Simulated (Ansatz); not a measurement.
# Pressure against volume: Nb

```
Nb
1.0
     0.00000    2.95626    2.95626
     2.95626    0.00000    2.95626
     2.95626    2.95626    0.00000
Nb
2
Direct
  0.00000 0.00000 0.00000
  0.25000 0.25000 0.25000
```

The cell was built from the diamond type and relaxed in the same program, and has space group Fd-3m; it needn't be a known or the stable phase.

Methods: DFT, PBE, all-electron LAPW, scalar-relativistic (Ansatz 0.2.0); DFT, PBE, PAW with Ansatz's default frozen-core files, scalar-relativistic (Ansatz 0.2.0).

For LAPW: a Γ-centred 11×11×11 k mesh, Fermi–Dirac smearing of 0.08 eV, basis error target 0.5 meV/atom, no spin polarisation. PAW takes a cutoff of 420 eV at this cell. The Ansatz runs share mesh, smearing and spin set-up. Plane-wave (PAW) pressures include the program's estimate of the Pulay term.

The cell above is scaled evenly, with fractional coordinates and shape held.

```tsv
V/V(cell)	V (Å³/atom)	P, LAPW (GPa)	P, PAW (GPa)	free energy over the lowest listed, PAW (meV/atom)
0.9405	24.299	4.55	4.54	20.5
0.9700	25.061	2.11	2.10	4.9
1.0000	25.836	-0.01	-0.02	0.0
1.0300	26.611	-1.85	-1.86	4.7
1.0600	27.386	-3.43	-3.44	17.5
```

Task: What do Birch–Murnaghan fits to the pressures give?

Result: LAPW: V0 = 25.83 Å³/atom, B0 = 66 GPa, B0′ = 4.0; PAW: V0 = 25.83 Å³/atom, B0 = 66 GPa, B0′ = 4.0.

PAW's V0 lies -0.02 % from the all-electron value and its B0 0.0 %. Symmetry fixes shape and coordinates here, so this is the relaxed modulus.
